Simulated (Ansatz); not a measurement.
BaS:

```xyz
2
Lattice="0.0000 3.1938 3.1938 3.1938 0.0000 3.1938 3.1938 3.1938 0.0000" Properties=species:S:1:pos:R:3 pbc="T T T"
Ba    0.0000    0.0000    0.0000
S     3.1938    3.1938    3.1938
```

Base run:

```yaml
Program: Ansatz 0.2.0
Functional: PBEsol
Potentials_or_basis: all-electron LAPW, inner shells corrected to Dirac's equation
Cutoff: 137 eV (chosen from the basis error)
Basis_error_allowed: 0.001 eV/atom
k_mesh: 7 × 7 × 7
Occupations: fermi-dirac, width 0.05 eV
Spin: no spin polarisation
```

Its results: band gap on the k mesh 2.14 eV, indirect (least direct gap 2.26 eV); pressure -1.1 GPa.

Problem. The run is repeated on the same cell with these changes: potentials or basis from all-electron LAPW, inner shells corrected to Dirac's equation to all-electron LAPW, non-relativistic. What comes out?

Solution. Band gap on the k mesh 2.00 eV, indirect (least direct gap 2.08 eV); pressure -0.9 GPa.

Caveats: spin-orbit coupling is left out, which moves the levels of the heavy elements; relativity is left out, which matters for the heavier elements (some runs).

A k mesh can miss the band edges.
